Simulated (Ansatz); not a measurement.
# Lanthanum, dhcp under LDA: ground state and equation of state, part 3 of 3

What does LDA give for lanthanum in the dhcp structure? We relax it, solve it on a dense k-mesh, switch on spin-orbit coupling, then scale the cell to 7 volumes from 88 to 112 % of the relaxed one and try a fit of the equation of state. The start is ferromagnetic. The k-meshes are 10×10×3 for the relaxation; 13×13×4 for the dense run; 10×10×3 for spin-orbit coupling; 13×13×4 for the volumes. It starts from a deposited cell (COD).

Ansatz 0.2.0; DFT, LDA (PW92), plane waves (420 eV) with PAW, scalar-relativistic. Earlier steps stand in the parts before.

## 12. The equation of state

All volumes keep the relaxed shape and fractional coordinates.

```tsv
V (Å³/atom)	E − E₀ (meV/atom)	P from the stress (GPa)	P from the fit (GPa)
28.427	45.9	4.37	4.29
29.719	18.4	2.61	2.57
31.011	3.8	1.15	1.10
32.303	0.1	-0.11	-0.16
33.595	5.8	-1.19	-1.24
34.887	19.7	-2.11	-2.17
36.179	40.4	-2.91	-2.96
```

Fit (Birch-Murnaghan, third order): V₀ = 32.130 Å³/atom, B₀ = 30 GPa, B₀′ = 2.8, largest residual 0.03 meV/atom.

Fit and stress differ a little: one follows E(σ → 0), the other the smeared free energy.

## 13. Outcome

The summary covers parts 1 to 3.

| quantity | value |
| --- | --- |
| space group (spins left aside) | P6_3/mmc (No. 194) |
| conventional cell | a = 3.601 Å, c = 11.507 Å (c/a = 3.196) |
| volume | 32.303 Å³/atom |
| shortest distance | 3.549 Å |
| against the deposited volume | -13.7 % (37.416 Å³/atom) |
| gap on the mesh | none (levels filled in part) |
| magnetic state | non-magnetic |
| V₀, B₀, B₀′ | 32.130 Å³/atom, 30 GPa, 2.8 |

Against experiment, LDA misses the volume by -13.7 %. The moments die out: the run ends non-magnetic. No gap shows: it is a metal or semimetal at this level. The total energy of the spin-orbit run lies -5.1 eV/atom from the scalar one, but the two kinds of run don't share a zero of energy: only differences within one kind count. B₀ comes out at 30 GPa; letting shape and positions relax at each volume could only lower it.
